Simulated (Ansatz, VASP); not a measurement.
# AlNi in VASP and in Ansatz

```
CELL_PARAMETERS angstrom
2.89357 0.00000 0.00000
0.00000 2.89357 0.00000
0.00000 0.00000 2.89357
ATOMIC_POSITIONS crystal
Ni 0.00000 0.00000 0.00000
Al 0.50000 0.50000 0.50000
```

Alike in both runs: functional PBE; k mesh 14 × 14 × 14; occupations fermi-dirac, width 0.08 eV; no spin polarisation.

Ansatz relaxed the structure, and its values are those at the end. VASP's run is a single point on that final structure, the one shown.

|  | VASP | Ansatz |
| --- | --- | --- |
| version | VASP 6.6.1 | Ansatz 0.2.0 |
| potentials or method | VASP PAW PBE potentials, release 64 (Ni, Al) | PAW with Ansatz's default frozen-core files, scalar-relativistic |
| plane-wave cutoff (eV) | 520 | 420 |
| valence electrons in the cell | 13 | 21 |

```tsv
	VASP	Ansatz	Ansatz less VASP
pressure (GPa)	-0.1	0.0	+0.03
```

The two sets of potentials don't hold the same shells in valence.

Spin polarisation is off, so any magnetic state and its effect on volume and gap are missing.
